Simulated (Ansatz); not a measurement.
# HfO2 (Pnma) in Ansatz: further runs, part 3 of 3

Ansatz 0.2.0. Earlier steps stand in the parts before.

## Step 4: Relaxation of cell and atoms, PBE

The input, input.yaml:

```yaml
crystal:
  lattice:
    - [5.556395, 0.0, 0.0]
    - [0.0, 3.333597, 0.0]
    - [0.0, 0.0, 6.504995]
  atoms:
    - { symbol: Hf, position: [0.748682, 0.75, 0.607871] }
    - { symbol: Hf, position: [0.251318, 0.25, 0.392129] }
    - { symbol: Hf, position: [0.248682, 0.75, 0.892129] }
    - { symbol: Hf, position: [0.751318, 0.25, 0.107871] }
    - { symbol: O, position: [0.639499, 0.25, 0.4234] }
    - { symbol: O, position: [0.360501, 0.75, 0.5766] }
    - { symbol: O, position: [0.139499, 0.25, 0.0766] }
    - { symbol: O, position: [0.860501, 0.75, 0.9234] }
    - { symbol: O, position: [0.520794, 0.25, 0.841453] }
    - { symbol: O, position: [0.479206, 0.75, 0.158547] }
    - { symbol: O, position: [0.020794, 0.25, 0.658547] }
    - { symbol: O, position: [0.979206, 0.75, 0.341453] }
hamiltonian:
  xc: pbe
  pseudopotentials: { kind: paw }
kpoints:
  mp_grid: { grid: [4, 6, 3] }
scf:
  occupations: { method: fermi_dirac, width: 0.05 }
output:
  forces: true
  stress: true
  eigenvalues: true
relax:
  f_tol: 0.01
  max_steps: 40
  cell: { stress_tol: 0.05 }
```

Command:

```bash
ansatz run input.yaml --threads 4 --pin off --max-ram 11264MiB --backend cpu --events-out ev --progress --plain --runs-dir out
```

It took 32 s on 4 threads of Arm Neoverse V2, shared host; peak memory 0.67 GiB.

It converged, with:

| Item | Value |
| --- | --- |
| Free energy | -67445.0804 eV |
| Relaxed volume | 10.17 Å³/atom |
| Relaxed cell | a = 5.576 Å, b = 3.349 Å, c = 6.533 Å, α = 90.00°, β = 90.00°, γ = 90.00° |
| Space group after relaxing (to 0.05 Å) | Pnma (No. 62) |
| Energy gained by relaxing | 1.2 meV/atom |
| Ionic steps | 7 |
| Pressure after relaxing | 0.0 GPa |
| Largest force after relaxing | 0.005 eV/Å |
| Band gap on the k mesh | 3.44 eV, direct |

Forces on the atoms (eV/Å):
```
Hf   0.005  0.000  0.001
Hf  -0.005  0.000 -0.001
Hf   0.005  0.000 -0.001
Hf  -0.005  0.000  0.001
O   -0.001  0.000  0.002
O    0.001  0.000 -0.002
O   -0.001  0.000 -0.002
O    0.001  0.000  0.002
O   -0.002  0.000  0.001
O    0.002  0.000 -0.001
O   -0.002  0.000 -0.001
O    0.002  0.000  0.001
```

Step by step:
| step | energy change (eV) | largest force (eV/Å) | volume (Å³) |
| --- | --- | --- | --- |
| 1 | 0.0000 | 0.0606 | 120.49 |
| 2 | -0.0025 | 0.0478 | 122.29 |
| 3 | -0.0057 | 0.0415 | 121.91 |
| 4 | -0.0060 | 0.0096 | 121.90 |
| 5 | -0.0146 | 0.0100 | 121.90 |
| 6 | -0.0142 | 0.0048 | 122.00 |
| 7 | -0.0148 | 0.0048 | 122.00 |

Final structure:
```yaml
crystal:
  lattice:
    - [5.57612, 0.00000, 0.00000]
    - [0.00000, 3.34892, 0.00000]
    - [0.00000, 0.00000, 6.53337]
  atoms:
    - { symbol: Hf, position: [0.74911, 0.75000, 0.60742] }
    - { symbol: Hf, position: [0.25089, 0.25000, 0.39258] }
    - { symbol: Hf, position: [0.24911, 0.75000, 0.89258] }
    - { symbol: Hf, position: [0.75089, 0.25000, 0.10742] }
    - { symbol: O, position: [0.63934, 0.25000, 0.42301] }
    - { symbol: O, position: [0.36066, 0.75000, 0.57699] }
    - { symbol: O, position: [0.13934, 0.25000, 0.07699] }
    - { symbol: O, position: [0.86066, 0.75000, 0.92301] }
    - { symbol: O, position: [0.52043, 0.25000, 0.84173] }
    - { symbol: O, position: [0.47957, 0.75000, 0.15827] }
    - { symbol: O, position: [0.02043, 0.25000, 0.65827] }
    - { symbol: O, position: [0.97957, 0.75000, 0.34173] }
```

Levels at points of the mesh, in eV from the valence-band top:
```
             k point  band 72  band 73  band 74  band 75  band 76  band 77  band 78  band 79  band 80  band 81
  (0.00, 0.00, 0.00)    -0.81    -0.78    -0.34    -0.04     0.00     3.44     4.32     4.43     4.97     5.60
 (0.00, -0.50, 0.00)    -1.46    -0.74    -0.74    -0.67    -0.67     5.10     5.10     5.91     5.91     5.97
 (-0.50, 0.00, 0.00)    -0.90    -0.77    -0.77    -0.32    -0.32     4.25     4.25     5.46     5.46     5.61
(-0.50, -0.50, 0.00)    -1.18    -0.70    -0.70    -0.70    -0.70     5.61     5.61     5.61     5.61     6.60
```

Caveat: odd divisions of the mesh miss points on the zone boundary, where band edges often lie, so the gap on the mesh can be too wide; the plane-wave basis is chosen anew once the cell has moved, so the energies of steps on either side of that aren't comparable; the pressure holds a Pulay correction of +0.9 GPa for the finite cutoff; spin-orbit coupling is left out, which moves the levels of the heavy elements. A k mesh can miss the band edges.

## Step 5: Single point, PBE

Edit input.yaml of step 4 so:

```diff
@@ -22,5 +22,5 @@
 kpoints:
-  mp_grid: { grid: [4, 6, 3] }
+  mp_grid: { grid: [5, 8, 4] }
 scf:
-  occupations: { method: fermi_dirac, width: 0.05 }
+  occupations: { method: gaussian, width: 0.011 }
 output:
@@ -29,5 +29 @@
   eigenvalues: true
-relax:
-  f_tol: 0.01
-  max_steps: 40
-  cell: { stress_tol: 0.05 }
```

Potentials or basis: Ansatz PAW.

Command:

```bash
ansatz run input.yaml --threads 4 --pin off --max-ram 11264MiB --backend cpu --events-out ev --progress --plain --runs-dir out
```

Log:

```text
[... 78 lines left out ...]
  k-point 2: bands = ["-43.2841", "-43.2841", "-43.2678", "-43.2678", "-12.2584", "-12.2584", "-12.0832", "-12.0832", "-12.0120", "-12.0120", "-11.8791", "-11.8791", "-11.8458", "-11.8458", "-11.8098", "-11.8098", "-0.6877", "-0.6877", "0.5795", "0.5795", "1.2020", "1.2020", "1.3019", "1.3019", "6.8036", "6.8036", "6.8233", "6.8233", "6.8312", "6.8312", "6.8360", "6.8360", "6.8368", "6.8368", "6.8402", "6.8402", "6.8403", "6.8403", "6.8498", "6.8498", "6.8528", "6.8528", "6.8606", "6.8606", "6.8700", "6.8700", "6.8733", "6.8733", "6.8738", "6.8738", "6.9215", "6.9215", "12.0084", "12.0084", "12.5359", "12.5359", "13.5407", "13.5407", "13.6122", "13.6122", "14.0600", "14.0600", "14.5480", "14.5480", "14.8320", "14.8320", "15.5084", "15.5084", "15.8412", "15.8412", "16.1397", "16.1397", "16.8736", "16.8736", "17.0343", "17.0343", "21.7303", "21.7303", "22.4733", "22.4733", "22.7212", "22.7212", "22.8289", "22.8289", "24.3418", "24.3418", "24.4774", "24.4774"]
  k-point 44: bands = ["-43.2659", "-43.2659", "-43.2625", "-43.2625", "-12.3502", "-12.3502", "-12.3071", "-12.3071", "-11.9911", "-11.9911", "-11.9881", "-11.9881", "-11.9001", "-11.9001", "-11.8709", "-11.8709", "0.3456", "0.3456", "0.4254", "0.4254", "1.0281", "1.0281", "1.0321", "1.0321", "6.8143", "6.8143", "6.8150", "6.8150", "6.8354", "6.8354", "6.8368", "6.8368", "6.8398", "6.8398", "6.8452", "6.8452", "6.8494", "6.8494", "6.8530", "6.8530", "6.8581", "6.8581", "6.8607", "6.8607", "6.8702", "6.8702", "6.8774", "6.8774", "6.8839", "6.8839", "6.8858", "6.8858", "11.9681", "11.9681", "12.1439", "12.1439", "12.9229", "12.9229", "13.0041", "13.0041", "14.0329", "14.0329", "14.5315", "14.5315", "15.7865", "15.7865", "15.8308", "15.8308", "16.1303", "16.1303", "16.2236", "16.2236", "16.6578", "16.6578", "16.7275", "16.7275", "23.0091", "23.0091", "23.4818", "23.4818", "23.6472", "23.6472", "23.8256", "23.8256", "24.6750", "24.6750", "25.0156", "25.0156"]
```

Wall time 7.2 s (4 threads of Arm Neoverse V2, shared host); peak memory 0.76 GiB.

What came out:

| Property | Result |
| --- | --- |
| Free energy | -67445.0658 eV |
| Pressure | 3.3 GPa |
| Largest force | 0.061 eV/Å |
| Band gap on the k mesh | 3.46 eV, direct |

Forces on the atoms (eV/Å):
```
Hf   0.005  0.000  0.060
Hf  -0.005  0.000 -0.060
Hf   0.005  0.000 -0.060
Hf  -0.005  0.000  0.060
O    0.006  0.000 -0.012
O   -0.006  0.000  0.012
O    0.006  0.000  0.012
O   -0.006  0.000 -0.012
O    0.014  0.000 -0.059
O   -0.014  0.000  0.059
O    0.014  0.000  0.059
O   -0.014  0.000 -0.059
```

Stress tensor (GPa, compression positive):
```
3.22 0.00 0.00
0.00 3.22 0.00
0.00 0.00 3.34
```

Caveat: odd divisions of the mesh miss points on the zone boundary, where band edges often lie, so the gap on the mesh can be too wide; the pressure holds a Pulay correction of +0.9 GPa for the finite cutoff; spin-orbit coupling is left out, which moves the levels of the heavy elements. Expect the measured gap to be larger: semilocal functionals such as PBE lack the derivative discontinuity.

## Step 6: The runs side by side

```tsv
task	level	cell	k mesh	smearing	gap on the mesh (eV)	pressure (GPa)	relaxed volume (Å³/atom)
relaxation of cell and atoms	PBEsol+D4	relaxed	5 × 8 × 4	fermi-dirac 0.05 eV	3.29	0.0	9.71
relaxation of cell and atoms	PBE	relaxed	5 × 8 × 4	fermi-dirac 0.05 eV	3.44	0.0	10.17
relaxation of cell and atoms	PBE	relaxed	4 × 6 × 3	fermi-dirac 0.05 eV	3.44	0.0	10.17
single point	PBE	as given	5 × 8 × 4	gaussian 0.011 eV	3.46	3.3	-
```

Alike in all rows: potentials or basis Ansatz PAW; no spin polarisation; cutoff (eV) 420.

Caveats: odd divisions of the mesh miss points on the zone boundary, where band edges often lie, so the gap on the mesh can be too wide; spin-orbit coupling is left out, which moves the levels of the heavy elements; the plane-wave basis is chosen anew once the cell has moved, so the energies of steps on either side of that aren't comparable (some runs); the PAW data sets come from PBE, with cores solved anew for the run's functional, which leaves a small shift of forces and pressure (some runs).

Total energies depend on the potentials used, so only differences within one code and one set of settings carry meaning.
